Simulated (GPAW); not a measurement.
A run of GPAW 26.7.0:

File run.py:

```python
from ase import Atoms
from ase.filters import FrechetCellFilter
from ase.io import write
from ase.optimize import BFGS
from gpaw import GPAW, PW, setup_paths

setup_paths.insert(0, '.')

atoms = Atoms(['Hf', 'N'],
              cell=[[0.0, 2.256, 2.256],
                    [2.256, 0.0, 2.256],
                    [2.256, 2.256, 0.0]],
              scaled_positions=[[0.0, 0.0, 0.0],
                                [0.5, 0.5, 0.5]],
              pbc=True)

calc = GPAW(mode=PW(800),
            xc='PBEsol',
            kpts={'size': (10, 10, 10), 'gamma': True},
            occupations={'name': 'fermi-dirac', 'width': 0.05},
            nbands=19,
            convergence={'density': 1e-05, 'forces': 0.0001},
            maxiter=150,
            txt='gpaw.txt')
atoms.calc = calc
opt = BFGS(FrechetCellFilter(atoms), trajectory='relax.traj', logfile='-')
done = opt.run(fmax=0.02, steps=60)
calc.write('gs.gpw')
write('result.traj', atoms)
print('Converged:', done)
print('Cell:', atoms.cell.cellpar().round(4))
print('Volume:', round(atoms.get_volume(), 4))
print(atoms.get_scaled_positions().round(5))
```

Potentials or basis: PAW data sets generated in the run's folder for this functional, pw.

The run is started by

```sh
$ gpaw-setup -f PBEsol Hf N
$ OMP_NUM_THREADS=1 python run.py
```

Hardware: 1 thread of Arm Neoverse V1, with other jobs on the host.

Problem. How long does it take, and how much memory?

Solution. Wall time 64 s on 1 thread of Arm Neoverse V1, with other jobs on the host, peak memory 0.21 GiB. Counts: scf iterations 26, plane waves 1243, bands 19, k points 47, ion steps 3.
